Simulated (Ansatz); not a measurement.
# Al: the cost of one run

Program: Ansatz 0.2.0. Level of theory: DFT PBE, scalar-relativistic, plane waves, PAW. These are calculated values, not measurements.

**1. The system as given**

It takes space group P6/mmm (No. 191, hexagonal). The conventional cell has a = 4.764 Å, b = 4.764 Å, c = 2.921 Å, α = 90.00°, β = 90.00°, γ = 120.00°. Al (site symmetry 6/mmm) is surrounded by 14 Al at 2.92 to 3.11 Å. Around Al (site symmetry -6m2) lie 11 Al at 2.75 to 3.11 Å.

Structure file:

```cif
data_structure
_symmetry_space_group_name_H-M 'P6/mmm'
_symmetry_Int_Tables_number 191
_cell_length_a 4.7643
_cell_length_b 4.7643
_cell_length_c 2.9207
_cell_angle_alpha 90.000
_cell_angle_beta 90.000
_cell_angle_gamma 120.000
_cell_volume 57.42
loop_
_atom_site_label
_atom_site_type_symbol
_atom_site_symmetry_multiplicity
_atom_site_Wyckoff_symbol
_atom_site_fract_x
_atom_site_fract_y
_atom_site_fract_z
_atom_site_occupancy
Al1 Al 1 a 0.00000 0.00000 0.00000 1
Al2 Al 2 d 0.33333 0.66667 0.50000 1
```

This is candidate A: omega type (P6/mmm, No. 191).

(A quick probe on a coarse mesh, which set the mesh and smearing, is not shown.)

**3. A loose first relaxation (candidate A)**

The input, input.yaml:

```yaml
crystal:
  lattice:
    - [4.7643285882, 0.0, 0.0]
    - [-2.3821642941, 4.1260295894, 0.0]
    - [0.0, 0.0, 2.9207405693]
  atoms:
    - { symbol: Al, position: [0.0, 0.0, 0.0] }
    - { symbol: Al, position: [0.3333333333, 0.6666666667, 0.5] }
    - { symbol: Al, position: [0.6666666667, 0.3333333333, 0.5] }
basis:
  ecutwfc: 420
kpoints:
  mp_grid: { grid: [6, 6, 6] }
hamiltonian:
  xc: pbe
scf:
  occupations: { method: gaussian, width: 0.1 }
  lower_state_search: "off"
output:
  forces: true
  stress: true
  eigenvalues: true
relax:
  adjacent_minimum: "off"
  f_tol: 0.04
  max_steps: 70
  cell: { stress_tol: 0.4 }
```

Q: Estimate wall time and peak memory on 1 thread of an x86-64 CPU, shared host.

About 4 s, with a peak of 0.44 GiB.
